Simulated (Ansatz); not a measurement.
## Al under pressure: fit and missing row

Al, Fm-3m, a = 4.015 Å. Ansatz: PBEsol, PAW, 420 eV, Γ-centred 18×18×18 mesh on 1 atom, Gaussian smearing 0.10 eV; no spin polarisation. Cell and atoms are relaxed at each pressure, and no other structure is tried, so the rows at high pressure may lie past a change of phase.

```
V (Å³/atom) P (GPa)
          ?    59.96
     12.940    30.04
     14.129    14.96
     14.911     7.97
     15.625     3.06
     16.185    -0.02
     16.861    -3.03
```

**Question.** Take V0 = 16.185 Å³/atom, count pressures from its P0 = -0.02 GPa, fit the third-order Birch–Murnaghan form to the other rows, and predict the missing volume.

**Answer.** With the Eulerian strain f = ½[(V0/V)^(2/3) − 1] and y = (P − P0)/[3f(1 + 2f)^(5/2)], the form is the line y = B0 + 1.5 B0 (B0′ − 4) f. Rows (f, y): 0.08044, 85.8; 0.04740, 84.0; 0.02809, 82.7; 0.01188, 81.5; -0.01346, 79.8. Means f = 0.03087, y = 82.760; Σ(Δf)² = 0.005064, ΣΔfΔy = 0.3265; the slope is their ratio. y = 80.77 + 64.48 f GPa, so B0 = 80.8 GPa and B0′ = 4 + 2 × (64.48)/(3 × 80.77) = 4.53. P = 59.96 GPa is met at f = 0.12739 (y = 88.98), so V = V0 (1 + 2f)^(−3/2) = 11.515 Å³/atom. The run gave 11.461 Å³/atom, so the fit is 0.054 Å³/atom too high, 1 % of the span of the series, against an rms of 0.002 Å³/atom on the fitted rows. The row lies outside the fitted range. A fourth-order term fitted to the same rows gives P = 60.81 GPa at this row's volume (the line 61.45, the run 59.96), which recovers part of the miss.

The mesh isn't the same in all rows (18×18×18, 20×20×20).